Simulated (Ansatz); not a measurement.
Write a Python script for the Python package of Ansatz (0.2.0) that makes a check of PAW against all-electron LAPW of GaAs, space group F-43m. Level of theory (first run): PBEsol, PAW, the default cutoff (420 eV here), 6×6×6 k-points, fixed occupations.

The script reads `gaas.xyz`:
```text
2
Lattice="0.0 2.82685 2.82685 2.82685 0.0 2.82685 2.82685 2.82685 0.0" Properties=species:S:1:pos:R:3 pbc="T T T"
Ga    0.00000000    0.00000000    0.00000000
As    1.41342500    1.41342500    1.41342500
```

`paw_lapw_gaas.py`
```python
# -*- coding: utf-8 -*-
import logging
import sys

import ansatz
import numpy as np

logging.basicConfig(stream=sys.stdout, format="%(levelname)s %(message)s")
logger = logging.getLogger("ansatz_job")
logger.setLevel(logging.INFO)


def count_gap(report):
    # lowest empty less highest filled band, counting bands; zero where they overlap
    return max(report.get("gap_by_band_count_ev") or 0.0, 0.0)


def main():
    crystal = ansatz.Crystal.from_extxyz("gaas.xyz")

    base = crystal.calculation()
    base = base.functional("pbesol")
    base = base.kpoints(6)
    base = base.occupations("fixed")
    base = base.stress().forces()
    base = base.band_table()
    variants = {
        "PAW": base.pseudopotentials("paw"),
        "LAPW": base.pseudopotentials("all_electron", lapw=True),
    }
    rows = []
    for label, variant in variants.items():
        r = variant.run(threads=1, pin="off").report
        levels = np.array(r["eigenvalues_ev"][0]) - r["fermi_energy_ev"]
        print(label, "levels at the first k-point near E_F:", np.round(levels[np.abs(levels) < 5], 3))
        rows.append((label, r["n_electrons"], np.trace(r["stress_gpa"]) / 3, count_gap(r)))
    logger.info("     treatment  electrons in bands           P GPa  gap by band count eV")
    for row in rows:
        logger.info(f"{str(row[0]):>14s}  {row[1]:18.1f}  {row[2]:14.3f}  {row[3]:20.3f}")


if __name__ == "__main__":
    main()
```

```console
$ python paw_lapw_gaas.py
DeckWarning: basis.ecutwfc = 420 eV, auto-derived from the records' recommended cutoffs: set by Ga (normal level)
PAW levels at the first k-point near E_F: [-0.    -0.     0.     0.439  3.693  3.693  3.693]
LAPW levels at the first k-point near E_F: [-0.    -0.     0.     0.444  3.695  3.695  3.695]
INFO      treatment  electrons in bands           P GPa  gap by band count eV
INFO            PAW                28.0           0.170                 0.439
INFO           LAPW                44.0           0.177                 0.444
```
(Warnings from the package without file and line.)

PAW gives 0.170 GPa and LAPW 0.177 GPa, 0.006 GPa apart. They took 1.6 and 10.6 s of processor time.

What to keep in mind:
- Semilocal gaps usually lie well under measured ones.
- The computed bands are complete only to about 3.7 eV above the Fermi level.
- With fixed filling the reported Fermi level is the top filled level among the k-points of the SCF.
- The starting cell is as deposited in a crystallographic database; the results hold for this polymorph, which needn't be the stable one.
- Levels are Kohn-Sham eigenvalues on this mesh, without spin-orbit coupling.
- Pressure is positive in compression; the treatments may keep other shells as core, so totals and counts of electrons can differ.
- Run time: 13 s on 1 thread of Intel(R) Xeon(R) Processor @ 2.30GHz, on a shared host, peak memory 0.57 GiB.
